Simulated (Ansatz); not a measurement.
**MnS under changes of volume**

One of the cells (17.667 Å³/atom); the others are scaled copies at fixed shape and fractional positions:

```
Mn S
1.0
     0.00000    2.60450    2.60450
     2.60450    0.00000    2.60450
     2.60450    2.60450    0.00000
Mn S
1 1
Direct
  0.00000 0.00000 0.00000
  0.50000 0.50000 0.50000
```

```yaml
Program: Ansatz 0.2.0
Functional: PBE
Potentials_or_basis: Ansatz PAW polarizable
Cutoff: "420 eV (not typed: the program's choice for these potentials)"
k_mesh: 9 × 9 × 9
Occupations: fermi-dirac, width 0.05 eV
Spin: collinear spin, ferromagnetic start
Starting_moments: "[4.0, 0.0] μB"
```

| volume (Å³/atom) | energy over the lowest point (meV/atom) | pressure (GPa) | moment (μB per cell) |
| --- | --- | --- | --- |
| 16.607 | 0.00 | 0.3 | 4.54 |
| 16.961 | 0.16 | -0.7 | 4.61 |
| 17.314 | ? | ? | ? |
| 17.667 | 7.82 | -2.9 | 4.71 |
| 18.021 | 15.19 | -3.9 | 4.76 |
| 18.374 | 24.59 | -4.8 | 4.79 |
| 18.727 | 35.94 | -5.6 | 4.83 |

Question: What does the run at 17.314 Å³/atom give?

Answer: Energy over the lowest point 2.74 meV/atom; pressure -1.8 GPa; moment 4.67 μB per cell.

Worked out: A Birch-Murnaghan fit of order 3 (a polynomial in V^(-2/3)) to the other rows has its minimum at 16.77 Å³/atom with B0 = V·E''(V) = 57 GPa (rough, since the energies scatter). It gives 2.80 meV/atom at 17.314 Å³/atom, against the run's 2.74, and -dE/dV = -1.8 GPa, against -1.8. A parabola through the other rows of the moment, of slope 0.151 μB per Å³/atom there, gives 4.66 μB, against the run's 4.67.

Energies are extrapolated to zero smearing.

Caveats: a cell with one magnetic atom can't hold antiferromagnetic order, which such compounds often take.
